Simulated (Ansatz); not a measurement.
CdSe and the effect of the choice of potentials or basis

The structure is cubic, space group F-43m (No. 216). The conventional cell has a = 6.141 Å, b = 6.141 Å, c = 6.141 Å, α = 90.00°, β = 90.00°, γ = 90.00°. Around Cd (site symmetry -43m) lie 4 Se at 2.66 Å. Se (site symmetry -43m) is surrounded by 4 Cd at 2.66 Å.

The cell is a database's computed one, not the measured one.

Kept alike: task equation of state; functional PBEsol; k mesh 8 × 8 × 8; occupations fermi-dirac, width 0.05 eV; no spin polarisation. Program: Ansatz. Cutoffs run from 420 to 1633 eV. The mesh is that of the run's cell of 2 atoms. No spin-orbit coupling.

| choice of potentials or basis | volume (Å³/atom) |
| --- | --- |
| Ansatz PAW (files of its older set among them) (made for PBE) | 28.127 |
| Ansatz PAW (made for PBE) | 28.118 |
| PseudoDojo standard (made for PBE) | 28.139 |
| PseudoDojo stringent (made for PBE) | 28.135 |

Volume and modulus come from cells scaled at fixed shape and fractions.

The volume runs from 28.118 (Ansatz PAW (made for PBE)) to 28.139 Å³/atom (PseudoDojo standard (made for PBE)).
